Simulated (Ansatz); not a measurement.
BaSnO3 (cubic perovskite)

```
BaSnO3
1.0
    4.17608     0.00000     0.00000
    0.00000     4.17608     0.00000
    0.00000     0.00000     4.17608
Ba Sn O
1 1 3
Direct
  0.00000   0.00000   0.00000
  0.50000   0.50000   0.50000
  0.00000   0.50000   0.50000
  0.50000   0.50000   0.00000
  0.50000   0.00000   0.50000
```

Scan: atom 2 (Sn, nearest neighbour O at 2.088 Å; its periodic images, 4.2 Å or more away, move with it) is displaced along Cartesian z, direction (0.000, 0.000, 1.000) in Cartesian axes, by s. The other atoms stay.

All values below come from PBE (plane waves to 420 eV, PAW, scalar-relativistic; Ansatz, a program for electronic structure). k mesh 7×7×7 (Γ-centred), Fermi-Dirac smearing 0.05 eV. Energies are smeared free energies. Compression counts positive. Left out: 2 of 11 points, with atoms too close for the PAW data. F∥ is the force on the atom along that direction. BaSnO3 was relaxed with its symmetry unable to fall. The zero of ΔE is the undisplaced structure.

```json
[
 {"s (Å)": "-0.504", "P (GPa)": "24.1", "ΔE (meV/cell)": "3763", "F∥ (eV/Å)": "23.268"},
 {"s (Å)": "-0.378", "P (GPa)": "12.0", "ΔE (meV/cell)": "[?]", "F∥ (eV/Å)": "11.779"},
 {"s (Å)": "-0.252", "P (GPa)": "4.8", "ΔE (meV/cell)": "579", "F∥ (eV/Å)": "[?]"},
 {"s (Å)": "-0.126", "P (GPa)": "1.1", "ΔE (meV/cell)": "124", "F∥ (eV/Å)": "2.081"},
 {"s (Å)": "0.000", "P (GPa)": "0.0", "ΔE (meV/cell)": "0", "F∥ (eV/Å)": "0.000"},
 {"s (Å)": "0.126", "P (GPa)": "1.1", "ΔE (meV/cell)": "124", "F∥ (eV/Å)": "-2.081"},
 {"s (Å)": "0.252", "P (GPa)": "4.8", "ΔE (meV/cell)": "579", "F∥ (eV/Å)": "[?]"},
 {"s (Å)": "0.378", "P (GPa)": "12.0", "ΔE (meV/cell)": "[?]", "F∥ (eV/Å)": "-11.779"},
 {"s (Å)": "0.504", "P (GPa)": "24.1", "ΔE (meV/cell)": "3763", "F∥ (eV/Å)": "-23.268"}
]
```

**Question.** Fill in the missing entries.

**Answer.** 
- -0.378, ΔE (meV/cell): 1625
- -0.252, F∥ (eV/Å): 5.473
- 0.252, F∥ (eV/Å): -5.473
- 0.378, ΔE (meV/cell): 1625

(A displaced cell: forces are minus the slopes of the energy, force constants its curvatures, and phonons follow from these.)
